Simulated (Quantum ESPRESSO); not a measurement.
**Ga under changes of volume**

One of the cells (17.718 Å³/atom); the others are scaled copies at fixed shape and fractional positions:

```
CELL_PARAMETERS angstrom
-1.38440 1.38440 2.31122
1.38440 -1.38440 2.31122
1.38440 1.38440 -2.31122
ATOMIC_POSITIONS crystal
Ga 0.00000 0.00000 0.00000
```

This isn't the form of Ga at room conditions, which is orthorhombic.

```yaml
Program: Quantum ESPRESSO 7.5
Functional: PBE
Potentials_or_basis: SSSP 1.3 efficiency PBE
Cutoff: 952 eV
Density_cutoff: 7619 eV
k_mesh: 13 × 13 × 13
Occupations: fermi-dirac, width 0.05 eV
Spin: no spin polarisation
```

```csv
volume (Å³/atom),energy over the lowest point (meV/atom),pressure (GPa)
16.655,49.91,8.1
17.010,33.26,6.3
17.364,20.47,4.7
17.718,?,?
18.073,4.83,2.1
18.427,1.24,0.9
18.781,0.00,0.0
```

**Question.** What does the run at 17.718 Å³/atom give?

**Answer.** Energy over the lowest point 11.12 meV/atom; pressure 3.3 GPa.

Worked out: A Birch-Murnaghan fit of order 3 (a polynomial in V^(-2/3)) to the other rows has its minimum at 18.80 Å³/atom, just outside them, with B0 = V·E''(V) = 50 GPa and B' = 5.4 at fixed shape and positions, which overstates the stiffness. It gives 11.15 meV/atom at 17.718 Å³/atom, against the run's 11.12, and -dE/dV = 3.5 GPa, against 3.3.

Energies are extrapolated to zero smearing.
